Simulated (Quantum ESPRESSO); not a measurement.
## Fe: single point with PBEsol

Fe:

```
Fe
1.0
     0.00000    1.94174    1.96511
     1.49844    0.00000    1.96511
     1.49844    1.94174    0.00000
Fe
1
Direct
  0.00000 0.00000 0.00000
```

```yaml
Program: Quantum ESPRESSO 7.5
Task: single point
Functional: PBEsol
Potentials_or_basis: GBRV 1.5 PBEsol
Cutoff: 762 eV
Density_cutoff: 6095 eV
k_mesh: 13 × 13 × 13
Occupations: fermi-dirac, width 0.05 eV
Spin: collinear spin, random start
Starting_moments: "[-2.74] μB"
Mixing_beta: 0.3
Most_SCF_iterations: 120
SCF_threshold: 2e-10 Ry
```

| Item | Value |
| --- | --- |
| Pressure | -8.6 GPa |
| Band gap on the k mesh | none (metal or under the smearing width) |
| Net moment | -2.27 μB per cell |
| Absolute moment | 2.37 μB per cell |
| Site moments | Fe -2.31 μB |
| Valence electrons inside the program's atomic spheres | Fe 14.38 |

Stress tensor (GPa, compression positive):
```
-13.23   0.00   0.00
  0.00  -5.51   0.00
  0.00   0.00  -7.20
```

Levels at points of the mesh, in eV from the Fermi level:
Spin up:
| k point | band 5 | band 6 | band 7 | band 8 | band 9 | band 10 |
| --- | --- | --- | --- | --- | --- | --- |
| (0.00, 0.00, 0.00) | -8.32 | -0.47 | -0.33 | 0.16 | 1.32 | 1.92 |
Spin down:
```
           k point  band 6  band 7  band 8  band 9  band 10  band 11  band 12  band 13
(0.00, 0.00, 0.00)   -2.54   -2.44   -2.10   -1.30    -0.89    23.12    24.61    24.87
```

It took 51 s on 2 MPI ranks on Intel(R) Xeon(R) Processor @ 2.70GHz, with other jobs on the host, peak memory 0.24 GiB a rank.
